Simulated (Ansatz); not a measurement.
Ga:

```
Ga
1.0
     1.38300   -4.02650    0.00000
     1.38300    4.02650    0.00000
    -0.11745    0.00000    3.32993
Ga
2
Direct
  0.13100 0.86900 0.75000
  0.86900 0.13100 0.25000
```

This isn't the form of Ga at room conditions, which is orthorhombic.

* Program: Ansatz 0.2.0
* Task: relaxation of cell and atoms
* Functional: HSE03
* Potentials or basis: Ansatz PAW
* Cutoff: 420 eV (not typed: the program's choice for these potentials)
* k mesh: 5 × 5 × 4
* Occupations: fermi-dirac, width 0.05 eV
* Spin: no spin polarisation

At the start: volume 18.54 Å³/atom.

Task: Where does the relaxation end?

Result: It ends after 10 steps and the volume is 18.39 Å³/atom (-0.8 %); space group C2/c (No. 15, to 0.05 Å).

The path:
| step | energy change (eV) | largest force (eV/Å) | volume (Å³) |
| --- | --- | --- | --- |
| 1 | 0.0000 | 0.3947 | 37.09 |
| 2 | -0.0202 | 0.0805 | 37.14 |
| 3 | -0.0405 | 0.0473 | 37.36 |
| 4 | -0.0457 | 0.0315 | 37.34 |
| 5 | -0.0547 | 0.0286 | 36.89 |
| 6 | -0.0553 | 0.0551 | 36.36 |
| 7 | -0.0607 | 0.0425 | 36.79 |
| 8 | -0.0619 | 0.0003 | 36.80 |
| 9 | -0.0620 | 0.0056 | 36.78 |
| 10 | -0.0616 | 0.0057 | 36.78 |

Final structure:
```
CELL_PARAMETERS angstrom
1.41036 -3.96567 -0.07403
1.41036 3.96567 -0.07403
-0.29802 0.00000 3.30377
ATOMIC_POSITIONS crystal
Ga 0.13747 0.86253 0.75000
Ga 0.86253 0.13747 0.25000
```

Caveat: the k mesh is coarse (spacing up to 0.48 Å⁻¹), so the values aren't converged, least of all with exact exchange; the plane-wave basis is chosen anew once the cell has moved, so the energies of steps on either side of that aren't comparable; the PAW data sets come from PBE, with cores solved anew for the run's functional, which leaves a small shift of forces and pressure.
